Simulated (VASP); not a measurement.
# SnO2 (Cassiterite) (P4_2/mnm) in VASP: settings compared

Aim: see how the results for SnO2 (Cassiterite) move with the level of theory and the settings. Levels: PBE, LDA. Tasks: relaxation of cell and atoms, single point.

Program: VASP 6.6.1. These are calculated values, not measurements. Logs are shortened: lines on timing, memory, paths and dates and some standing lists are left out, and cuts for length are marked.

## 1. Starting point

It takes space group P4_2/mnm (No. 136, tetragonal). The conventional cell has a = 4.738 Å, b = 4.738 Å, c = 3.187 Å, α = 90.00°, β = 90.00°, γ = 90.00°. Sn (site symmetry mmm) is surrounded by 6 O at 2.05 to 2.06 Å. O (site symmetry m2m) is surrounded by 3 Sn at 2.05 to 2.06 Å.

## 2. Relaxation of cell and atoms, PBE

Input file INCAR:

```
SYSTEM = SnO2
PREC = Accurate ; ENCUT = 580
EDIFF = 1E-6 ; ISMEAR = -1
SIGMA = 0.05 ; LREAL = .FALSE.
LASPH = .TRUE. ; NELM = 80
ALGO = Normal ; ISIF = 3
LWAVE = .FALSE. ; LCHARG = .FALSE.
GGA = PE ; IBRION = 2
NSW = 40 ; EDIFFG = -0.01
```

Input file KPOINTS:

```
regular mesh
0
G
  6 6 8
  0 0 0
```

Input file POSCAR:

```
SnO2
1.0
    4.7380000000      0.0000000000      0.0000000000
    0.0000000000      4.7380000000      0.0000000000
    0.0000000000      0.0000000000      3.1865000000
Sn O
2 4
Direct
    0.5000000000      0.5000000000      0.5000000000
    0.0000000000      0.0000000000      0.0000000000
    0.8071000000      0.1929000000      0.5000000000
    0.6929000000      0.6929000000      0.0000000000
    0.1929000000      0.8071000000      0.5000000000
    0.3071000000      0.3071000000      0.0000000000
```

Potentials or basis: VASP PAW PBE potentials, release 64 (Sn, O).

Started as:

```sh
cat potpaw_PBE.64/Sn/POTCAR potpaw_PBE.64/O/POTCAR > POTCAR
mpirun -np 1 vasp_std > vasp.out
```

OUTCAR:

```text
SYSTEM = SnO2
   PREC = Accurate
   ENCUT = 580
   EDIFF = 1E-6
   ISMEAR = -1
   LREAL = .FALSE.
   LASPH = .TRUE.
   NELM = 80
   ISIF = 3
   GGA = PE
   IBRION = 2
   NSW = 40
   EDIFFG = -0.01

 ion  position               nearest neighbor table
   1  0.500  0.500  0.500-   4 2.05   6 2.05   4 2.05   6 2.05   5 2.06   3 2.06   2 3.71   2 3.71
                             2 3.71   2 3.71   2 3.71   2 3.71   2 3.71   2 3.71
   2  0.000  0.000  0.000-   3 2.05   5 2.05   3 2.05   5 2.05   4 2.06   6 2.06   1 3.71   1 3.71
                             1 3.71   1 3.71   1 3.71   1 3.71   1 3.71   1 3.71
   3  0.807  0.193  0.500-   2 2.05   2 2.05   1 2.06
   4  0.693  0.693  0.000-   1 2.05   1 2.05   2 2.06
   5  0.193  0.807  0.500-   2 2.05   2 2.05   1 2.06
   6  0.307  0.307  0.000-   1 2.05   1 2.05   2 2.06

  LATTYP: Found a simple tetragonal cell.
 ALAT       =     4.7380000000
 C/A-ratio  =     0.6725411566

  Lattice vectors:

 A1 = (   4.7380000000,   0.0000000000,   0.0000000000)
 A2 = (   0.0000000000,   4.7380000000,   0.0000000000)
 A3 = (   0.0000000000,   0.0000000000,   3.1865000000)

Analysis of symmetry for initial positions (statically):
=====================================================================
 Subroutine PRICEL returns:
 Original cell was already a primitive cell.

 Routine SETGRP: Setting up the symmetry group for a
 simple tetragonal supercell.

 Subroutine GETGRP returns: Found 16 space group operations
 (whereof  8 operations were pure point group operations)
 out of a pool of 16 trial point group operations.

The static configuration has the point symmetry D_2h.
 The point group associated with its full space group is D_4h.

Analysis of symmetry for dynamics (positions and initial velocities):
=====================================================================
 Subroutine PRICEL returns:
 Original cell was already a primitive cell.

 Routine SETGRP: Setting up the symmetry group for a
 simple tetragonal supercell.

 Subroutine GETGRP returns: Found 16 space group operations
 (whereof  8 operations were pure point group operations)
 out of a pool of 16 trial point group operations.

The dynamic configuration has the point symmetry D_2h.
 The point group associated with its full space group is D_4h.

 Subroutine INISYM returns: Found 16 space group operations
 (whereof  8 operations are pure point group operations),
 and found     1 'primitive' translations

----------------------------------------------------------------------------------------

                                     Primitive cell

  volume of cell :      71.5326

  direct lattice vectors                    reciprocal lattice vectors
     4.738000000  0.000000000  0.000000000     0.211059519  0.000000000  0.000000000
     0.000000000  4.738000000  0.000000000     0.000000000  0.211059519  0.000000000
     0.000000000  0.000000000  3.186500000     0.000000000  0.000000000  0.313823945

  length of vectors
     4.738000000  4.738000000  3.186500000     0.211059519  0.211059519  0.313823945

  position of ions in fractional coordinates (direct lattice)
     0.500000000  0.500000000  0.500000000
     0.000000000  0.000000000  0.000000000
     0.807100000  0.192900000  0.500000000
     0.692900000  0.692900000  0.000000000
     0.192900000  0.807100000  0.500000000
     0.307100000  0.307100000  0.000000000

  ion indices of the primitive-cell ions
   primitive index   ion index
                 1           1
                 2           2
                 3           3
                 4           4
                 5           5
                 6           6

----------------------------------------------------------------------------------------

 KPOINTS: regular mesh

Automatic generation of k-mesh.
 Grid dimensions read from file:
 generate k-points for:    6    6    8

 Generating k-lattice:

  Cartesian coordinates                     Fractional coordinates (reciprocal lattice)
     0.035176586  0.000000000  0.000000000     0.166666667  0.000000000  0.000000000
     0.000000000  0.035176586  0.000000000     0.000000000  0.166666667  0.000000000
     0.000000000  0.000000000  0.039227993     0.000000000  0.000000000  0.125000000

  Length of vectors
     0.035176586  0.035176586  0.039227993

  Shift w.r.t. Gamma in fractional coordinates (k-lattice)
     0.000000000  0.000000000  0.000000000

 Subroutine IBZKPT returns following result:
 ===========================================

 Found     50 irreducible k-points:

 Following reciprocal coordinates:
            Coordinates               Weight
  0.000000  0.000000  0.000000      1.000000
  0.166667  0.000000  0.000000      4.000000
  0.333333  0.000000  0.000000      4.000000
  0.500000  0.000000  0.000000      2.000000
  0.166667  0.166667  0.000000      4.000000
  0.333333  0.166667  0.000000      8.000000
[... 16 lines left out ...]
  0.333333  0.000000  0.250000      8.000000
  0.500000  0.000000  0.250000      4.000000
 [... further k-points ...]
   k-points           NKPTS =     50   k-points in BZ     NKDIM =     50   number of bands    NBANDS=     20
   number of dos      NEDOS =    301   number of ions     NIONS =      6
   total plane-waves  NPLWV =  44800
   dimension x,y,z NGX =    40 NGY =   40 NGZ =   28
   dimension x,y,z NGXF=    80 NGYF=   80 NGZF=   56
   ions per type =               2   4
   NGX,Y,Z   is equivalent  to a cutoff of  14.04, 14.04, 14.61 a.u.
   NGXF,Y,Z  is equivalent  to a cutoff of  28.07, 28.07, 29.22 a.u.
 SYSTEM =  SnO2
   PREC   = accura    normal or accurate (medium, high low for compatibility)
   ISTART =      0    job   : 0-new  1-cont  2-samecut
   ICHARG =      2    charge: 1-file 2-atom 10-const
   ISPIN  =      1    spin polarized calculation?
   LNONCOLLINEAR =      F non collinear calculations
   LSORBIT =      F    spin-orbit coupling
   LASPH  =      T    aspherical Exc in radial PAW
   ENCUT  =  580.0 eV  42.63 Ry    6.53 a.u.   9.30  9.30  6.26*2*pi/ulx,y,z
   NELM   =     80;   NELMIN=  2; NELMDL= -5     # of ELM steps
   EDIFF  = 0.1E-05   stopping-criterion for ELM
   LREAL  =      F    real-space projection
   EDIFFG = -.1E-01   stopping-criterion for IOM
   NSW    =     40    number of steps for IOM
   IBRION =      2    ionic relax: 0-MD 1-quasi-New 2-CG
   NFREE  =      1    steps in history (QN), initial steepest desc. (CG)
   ISIF   =      3    stress and relaxation
   ISYM   =      2    0-nonsym 1-usesym 2-fastsym
   POTIM  = 0.5000    time-step for ionic-motion
   TEBEG  =    0.0;   TEEND  =   0.0 temperature during run
   PSTRESS=    0.0 pullay stress
   NELECT =      32.0000    total number of electrons
   NUPDOWN=      -1.0000    fix difference up-down
   EMIN   =  10.00;   EMAX   =-10.00  energy-range for DOS
   EFERMI =   0.00;   METHOD = LEGACY
   ISMEAR =    -1;   SIGMA  =   0.05  broadening in eV -4-tet -1-fermi 0-gaus
   EFERMI_NEDOS =   21; number of points for ismear=-14 and -15
   IALGO  =     38    algorithm
   IMIX   =      4    mixing-type and parameters
     AMIX     =   0.40;   BMIX     =  1.00
     AMIX_MAG =   1.60;   BMIX_MAG =  1.00
  volume/ion in A,a.u.               =      11.92        80.45
  Fermi-wavevector in a.u.,A,eV,Ry     =   1.252055  2.366041 21.329068  1.567642
  Thomas-Fermi vector in A             =   2.385974
   LORBIT       =      0    0 simple, 1 ext, 2 COOP (PROOUT), +10 PAW based schemes
   GGA     = PE    functional components
   LHFCALC =     F    Hartree Fock is set to
   AEXX    =    0.0000 exact exchange contribution
   IVDW    =     0    specifies the selected vdW correction
   LEPSILON=     F    determine dielectric tensor
   LRPA    =     F    only Hartree local field effects (RPA)
 conjugate gradient relaxation of ions
 non-spin polarized calculation
  energy-cutoff  :      580.00
  volume of cell :       71.53
 maximum number of plane-waves:      2286
 NGX is ok and might be reduce to    40
   NGX = 19   NGY = 19   NGZ = 13

--------------------------------------- Ionic step        1  -------------------------------------------

 number of electron      31.9999987 magnetization

 Free energy of the ion-electron system (eV)
  ---------------------------------------------------
  ext. energy  EPLUGINS =         0.00000000
  ---------------------------------------------------
  free energy    TOTEN  =       -37.41221853 eV

  energy without entropy =      -37.41221849  energy(sigma->0) =      -37.41221851

------------------------ aborting loop because EDIFF is reached ----------------------------------------

  FORCE on cell =-STRESS in cart. coord.  units (eV):
  Direction    XX          YY          ZZ          XY          YZ          ZX
  --------------------------------------------------------------------------------------
  -------------------------------------------------------------------------------------
  Total        4.7157445      4.7157445      6.0775121     -0.0000000      0.0000000      0.0000000
  in kB      105.6225907    105.6225907    136.1232721     -0.0000000      0.0000000      0.0000000
  external PRESSURE =     115.7894845 kB  Pullay stress =       0.0000000 kB
[... 305 lines left out ...]
  energy  without entropy=      -37.5489144246  energy(sigma->0) =      -37.54892041

--------------------------------------- Ionic step        9  -------------------------------------------

 number of electron      32.0000000 magnetization

 Free energy of the ion-electron system (eV)
  ---------------------------------------------------
  ext. energy  EPLUGINS =         0.00000000
  ---------------------------------------------------
  free energy    TOTEN  =       -37.54898468 eV

  energy without entropy =      -37.54897218  energy(sigma->0) =      -37.54897843

 E-fermi :   3.9907     XC(G=0): -10.8835

 val. band max:        3.6588775532   @ k =   0.0000   0.0000   0.0000
 cond. band min:       4.2955973927   @ k =   0.0000   0.0000   0.0000
 fundamental gap:      0.6367198394
 Fermi energy:         3.9906910605

 k-point     1 :       0.0000    0.0000    0.0000
  band No.  band energies     occupation
      1     -15.1287      2.00000
      2     -13.2991      2.00000
      3     -13.2991      2.00000
      4     -12.6903      2.00000
      5      -4.3946      2.00000
      6      -0.2631      2.00000
[... 12 lines left out ...]
     19       9.6869      0.00000
[... 513 lines left out ...]
      4     -12.7494      2.00000
      5      -2.8089      2.00000
      6      -2.8089      2.00000
[... 12 lines left out ...]
     19      12.0293      0.00000
     20      12.0293      0.00000

 [... further k-points ...]
[... 5 lines left out ...]
  --------------------------------------------------------------------------------------
  -------------------------------------------------------------------------------------
  Total       -0.0214638     -0.0214638     -0.0273761     -0.0000000      0.0000000      0.0000000
  in kB       -0.4552666     -0.4552666     -0.5806717     -0.0000000      0.0000000      0.0000000
  external PRESSURE =      -0.4970683 kB  Pullay stress =       0.0000000 kB
[... 21 lines left out ...]
  FREE ENERGIE OF THE ION-ELECTRON SYSTEM (eV)
  ---------------------------------------------------
  free  energy   TOTEN  =       -37.5489846824 eV

  energy  without entropy=      -37.5489721819  energy(sigma->0) =      -37.54897843

 reached required accuracy - stopping structural energy minimisation
```

It took 4 min on 1 thread of Intel Xeon Platinum 8488C (Sapphire Rapids), shared host; peak memory 0.24 GiB.

Results:

```yaml
Free_energy: -37.5490 eV
Relaxed_volume: 12.59 Å³/atom
Relaxed_cell: a = 4.830 Å, b = 4.830 Å, c = 3.238 Å, α = 90.00°, β = 90.00°, γ = 90.00°
Space_group_after_relaxing_to_0.05_Å: P4_2/mnm (No. 136)
Energy_gained_by_relaxing: 22.8 meV/atom
Ionic_steps: 9
Pressure_after_relaxing: 0.0 GPa
Largest_force_after_relaxing: 0.004 eV/Å
Band_gap_on_the_k_mesh: 0.64 eV, direct
```

Forces in eV/Å, atoms in the order of the input:
```
Sn   0.000  0.000  0.000
Sn   0.000  0.000  0.000
O   -0.003  0.003  0.000
O    0.003  0.003  0.000
O    0.003 -0.003  0.000
O   -0.003 -0.003  0.000
```

The path:
```tsv
step	energy change (eV)	largest force (eV/Å)	pressure (GPa)	volume (Å³)
1	0.0000	0.2918	11.58	71.53
2	0.0867	0.3819	-11.21	80.83
3	-0.1346	0.0636	0.02	75.37
4	-0.1346	0.0576	0.19	75.29
5	-0.1365	0.0006	0.05	75.44
6	-0.1367	0.0206	0.03	75.50
7	-0.1367	0.0223	0.03	75.50
8	-0.1367	0.0233	0.03	75.51
9	-0.1368	0.0037	-0.05	75.54
```

Final structure:
```cif
data_structure
_symmetry_space_group_name_H-M 'P 1'
_symmetry_Int_Tables_number 1
_cell_length_a 4.8299
_cell_length_b 4.8299
_cell_length_c 3.2380
_cell_angle_alpha 90.000
_cell_angle_beta 90.000
_cell_angle_gamma 90.000
_cell_volume 75.54
loop_
_atom_site_label
_atom_site_type_symbol
_atom_site_fract_x
_atom_site_fract_y
_atom_site_fract_z
_atom_site_occupancy
Sn1 Sn 0.50000 0.50000 0.50000 1
Sn2 Sn 0.00000 0.00000 0.00000 1
O1 O 0.80656 0.19344 0.50000 1
O2 O 0.69344 0.69344 0.00000 1
O3 O 0.19344 0.80656 0.50000 1
O4 O 0.30656 0.30656 0.00000 1
```

Levels at points of the mesh, in eV from the valence-band top:
```tsv
k point	band 14	band 15	band 16	band 17	band 18	band 19
(0.00, 0.00, 0.00)	-0.75	-0.75	0.00	0.64	5.65	6.03
(0.50, 0.00, 0.00)	-1.26	-0.62	-0.62	3.85	3.85	6.77
(0.50, 0.50, 0.00)	-1.38	-0.86	-0.86	4.24	4.24	7.13
(0.00, 0.00, 0.50)	-1.53	-1.19	-1.19	5.55	5.55	9.33
(0.50, 0.00, 0.50)	-1.02	-0.79	-0.79	5.81	5.81	7.57
(0.50, 0.50, 0.50)	-0.93	-0.78	-0.78	4.31	4.31	8.59
```

Caveat: spin-orbit coupling is left out, which moves the levels of the heavy elements. PBE usually gives volumes a little too large and moduli too small.

## 3. Relaxation of cell and atoms, PBE

Input file INCAR:

```
SYSTEM = SnO2
PREC = Accurate
ENCUT = 600
EDIFF = 1E-6
ISMEAR = -1
SIGMA = 0.05
LREAL = .FALSE.
LASPH = .TRUE.
NELM = 100
ALGO = Normal
ISIF = 3
LWAVE = .FALSE.
LCHARG = .FALSE.
GGA = PE
IBRION = 2
NSW = 60
EDIFFG = -0.01
```

Input file KPOINTS:

```
Automatic mesh
0
G
  6 6 8
  0 0 0
```

POSCAR is that of step 2.

Potentials or basis: VASP PAW PBE potentials, release 64 (Sn_d, O).

Started as:

```sh
cat potpaw_PBE.64/Sn_d/POTCAR potpaw_PBE.64/O/POTCAR > POTCAR
mpirun -np 1 vasp_std > vasp.out
```

Wall time 7.6 min (1 thread of Intel Xeon Platinum 8488C (Sapphire Rapids), shared host); peak memory 0.28 GiB.

Results (log left out):

```
Free energy                            : -37.3118 eV
Relaxed volume                         : 12.61 Å³/atom
Relaxed cell                           : a = 4.830 Å, b = 4.830 Å, c = 3.243 Å, α = 90.00°, β = 90.00°, γ = 90.00°
Space group after relaxing (to 0.05 Å) : P4_2/mnm (No. 136)
Energy gained by relaxing              : 23.7 meV/atom
Ionic steps                            : 8
Pressure after relaxing                : -0.1 GPa
Largest force after relaxing           : 0.003 eV/Å
Band gap on the k mesh                 : 0.64 eV, direct
```

Forces in eV/Å, atoms in the order of the input:
```
Sn   0.000  0.000  0.000
Sn   0.000  0.000  0.000
O   -0.002  0.002  0.000
O    0.002  0.002  0.000
O    0.002 -0.002  0.000
O   -0.002 -0.002  0.000
```

The path:
| step | energy change (eV) | largest force (eV/Å) | pressure (GPa) | volume (Å³) |
| --- | --- | --- | --- | --- |
| 1 | 0.0000 | 0.2935 | 11.61 | 71.53 |
| 2 | 0.0631 | 0.3609 | -10.52 | 80.85 |
| 3 | -0.1403 | 0.0643 | -0.02 | 75.51 |
| 4 | -0.1403 | 0.0583 | 0.20 | 75.43 |
| 5 | -0.1420 | 0.0036 | 0.08 | 75.57 |
| 6 | -0.1421 | 0.0189 | 0.05 | 75.63 |
| 7 | -0.1422 | 0.0011 | -0.09 | 75.68 |
| 8 | -0.1422 | 0.0030 | -0.06 | 75.67 |

Final structure:
```
Sn O
1.0
     4.83046    0.00000    0.00000
     0.00000    4.83046    0.00000
     0.00000    0.00000    3.24315
Sn O
2 4
Direct
  0.50000 0.50000 0.50000
  0.00000 0.00000 0.00000
  0.80657 0.19343 0.50000
  0.69343 0.69343 0.00000
  0.19343 0.80657 0.50000
  0.30657 0.30657 0.00000
```

Levels at points of the mesh, in eV from the valence-band top:
```tsv
k point	band 22	band 23	band 24	band 25	band 26	band 27	band 28	band 29	band 30	band 31
(0.00, 0.00, 0.00)	-1.26	-1.26	-0.74	-0.74	0.00	0.64	5.66	6.04	6.04	10.08
(0.50, 0.00, 0.00)	-1.89	-1.21	-1.21	-0.60	-0.60	3.85	3.85	6.78	6.78	10.38
(0.50, 0.50, 0.00)	-1.87	-1.33	-1.33	-0.85	-0.85	4.24	4.24	7.13	7.13	10.46
(0.00, 0.00, 0.50)	-2.57	-1.52	-1.52	-1.18	-1.18	5.55	5.55	9.34	9.34	10.27
(0.50, 0.00, 0.50)	-1.66	-1.01	-1.01	-0.75	-0.75	5.81	5.81	7.59	7.59	10.54
(0.50, 0.50, 0.50)	-2.43	-0.91	-0.91	-0.78	-0.78	4.32	4.32	8.60	8.60	10.53
```

Caveat: spin-orbit coupling is left out, which moves the levels of the heavy elements. Zero-point motion and thermal expansion aren't in these numbers.

## 4. Relaxation of cell and atoms, PBE

Input file INCAR:

```
ALGO = Normal
EDIFF = 1E-7
EDIFFG = -0.01
ENCUT = 680
GGA = PE
IBRION = 2
ISIF = 3
ISMEAR = -1
LASPH = T
LCHARG = F
LREAL = F
LWAVE = F
NELM = 100
NSW = 40
PREC = Accurate
SIGMA = 0.05
```

Input file KPOINTS:

```
k-points
0
Gamma
  6 6 8
```

POSCAR is that of step 3.

Potentials or basis: VASP PAW PBE potentials, release 64 (Sn_d_GW, O_GW).

Started as:

```sh
cat potpaw_PBE.64/Sn_d_GW/POTCAR potpaw_PBE.64/O_GW/POTCAR > POTCAR
mpirun -np 1 vasp_std > vasp.out
```

Run time: 13 min. Hardware: 1 thread of Intel Xeon Platinum 8488C (Sapphire Rapids), shared host; peak memory 0.32 GiB.

It converged, with:

```
Free energy                            : -37.4592 eV
Relaxed volume                         : 12.55 Å³/atom
Relaxed cell                           : a = 4.823 Å, b = 4.823 Å, c = 3.238 Å, α = 90.00°, β = 90.00°, γ = 90.00°
Space group after relaxing (to 0.05 Å) : P4_2/mnm (No. 136)
Energy gained by relaxing              : 20.2 meV/atom
Ionic steps                            : 7
Pressure after relaxing                : 0.0 GPa
Band gap on the k mesh                 : 0.68 eV, direct
```

The path:
```csv
step,energy change (eV),largest force (eV/Å),pressure (GPa),volume (Å³)
1,0.0000,0.2749,10.70,71.53
2,0.0581,0.3401,-10.04,80.10
3,-0.1194,0.0548,0.00,75.18
4,-0.1194,0.0492,0.20,75.11
5,-0.1208,0.0025,0.09,75.24
6,-0.1209,0.0174,0.03,75.29
7,-0.1210,0.0017,-0.03,75.32
```

Final structure:
```
CELL_PARAMETERS angstrom
4.82289 0.00000 0.00000
0.00000 4.82289 0.00000
0.00000 0.00000 3.23796
ATOMIC_POSITIONS crystal
Sn 0.50000 0.50000 0.50000
Sn 0.00000 0.00000 0.00000
O 0.80656 0.19344 0.50000
O 0.69344 0.69344 0.00000
O 0.19344 0.80656 0.50000
O 0.30656 0.30656 0.00000
```

Levels at points of the mesh, in eV from the valence-band top:
| k point | band 24 | band 25 | band 26 | band 27 | band 28 | band 29 |
| --- | --- | --- | --- | --- | --- | --- |
| (0.00, 0.00, 0.00) | -0.74 | -0.74 | 0.00 | 0.68 | 5.70 | 6.07 |
| (0.50, 0.00, 0.00) | -1.21 | -0.61 | -0.61 | 3.89 | 3.89 | 6.82 |
| (0.50, 0.50, 0.00) | -1.33 | -0.85 | -0.85 | 4.29 | 4.29 | 7.16 |
| (0.00, 0.00, 0.50) | -1.53 | -1.18 | -1.18 | 5.60 | 5.60 | 9.38 |
| (0.50, 0.00, 0.50) | -1.02 | -0.75 | -0.75 | 5.86 | 5.86 | 7.62 |
| (0.50, 0.50, 0.50) | -0.92 | -0.78 | -0.78 | 4.36 | 4.36 | 8.63 |

Caveat: spin-orbit coupling is left out, which moves the levels of the heavy elements.

[end of part 1 of 2]
